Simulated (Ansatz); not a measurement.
## Molybdenum (diamond) across density functionals

All rows: Ansatz, plane waves with scalar-relativistic PAW, 420 eV (500 eV for the SCAN forms), relaxed under each functional, no dispersion correction, no zero-point motion. B₀ comes from uniform scaling at fixed shape; a dash is a value not given.

```csv
functional,V (Å³/atom),cell,B₀ (GPa),magnetic state,ΔE to bcc (meV/atom)
PBE,23.03,a = 5.690 Å,107,spin not included,2236
r²SCAN,22.56,a = 5.651 Å,111,spin not included,2349
revPBE,23.37,a = 5.718 Å,102,spin not included,2196
RPBE,23.50,a = 5.729 Å,100,spin not included,2180
BLYP,24.26,a = 5.790 Å,95,spin not included,1710
```

(1) What does PBEsol give?

## Answers

(1) V (Å³/atom): 22.10; cell: a = 5.613 Å; B₀ (GPa): 118; magnetic state: spin not included; ΔE to bcc (meV/atom): 2389.
